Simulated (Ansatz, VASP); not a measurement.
This is a calculation of LiF (Griceite) for VASP 6.6.1.

The input INCAR:

```
SYSTEM = LiF
ALGO = Normal
EDIFF = 1E-7
ENCUT = 520
GGA = PS
ISIF = 2
ISMEAR = -1
LASPH = .True.
LCHARG = .False.
LREAL = .False.
LWAVE = .False.
NBANDS = 12
NELM = 60
PREC = Accurate
SIGMA = 0.05
```

File KPOINTS:

```
k-points
0
Gamma
  11 11 11
  0 0 0
```

POSCAR

```
LiF
1.0
    0.0000000000      2.0273381371      2.0273381371
    2.0273381371      0.0000000000      2.0273381371
    2.0273381371      2.0273381371      0.0000000000
F Li
1 1
Direct
    0.5000000000      0.5000000000      0.5000000000
    0.0000000000      0.0000000000      0.0000000000
```

Potentials or basis: VASP PAW PBE potentials, release 64 (F, Li_sv).

Launch:

```console
$ cat potpaw_PBE.64/F/POTCAR potpaw_PBE.64/Li_sv/POTCAR > POTCAR
$ mpirun -np 1 vasp_std > vasp.out
```

Question: Set up the same calculation for Ansatz 0.2.0. Potentials there: all-electron LAPW, scalar-relativistic.

Answer: As run (the cutoff follows the program's own potentials):

File input.yaml:

```yaml
crystal:
  lattice:
    - [0.0, 2.0273381371, 2.0273381371]
    - [2.0273381371, 0.0, 2.0273381371]
    - [2.0273381371, 2.0273381371, 0.0]
  atoms:
    - { symbol: F, position: [0.5, 0.5, 0.5] }
    - { symbol: Li, position: [0.0, 0.0, 0.0] }
kpoints:
  mp_grid: { grid: [11, 11, 11] }
scf:
  occupations: { method: fermi_dirac, width: 0.05 }
hamiltonian:
  xc: pbesol
  pseudopotentials: { kind: all_electron, lapw: { basis_error: 0.0005 } }
output:
  forces: true
  stress: true
  eigenvalues: true
```

Potentials or basis: all-electron LAPW, scalar-relativistic.

The run is started by

```sh
$ ansatz run input.yaml --threads 1 --pin off --max-ram 3072MiB --backend cpu --events-out ev --progress --plain --runs-dir out
```

Both were run:

|  | VASP | Ansatz | Ansatz less VASP |
| --- | --- | --- | --- |
| gap on the k mesh at the Fermi level (eV) | 8.74 | 8.73 | -0.019 |
| least direct gap on the mesh (eV) | 8.74 | 8.73 | -0.019 |

Ansatz ran all-electron here, so the differences hold the error of VASP's frozen core and of both bases.

Caveats: an odd mesh through Γ misses points on the zone boundary, where band edges often lie.
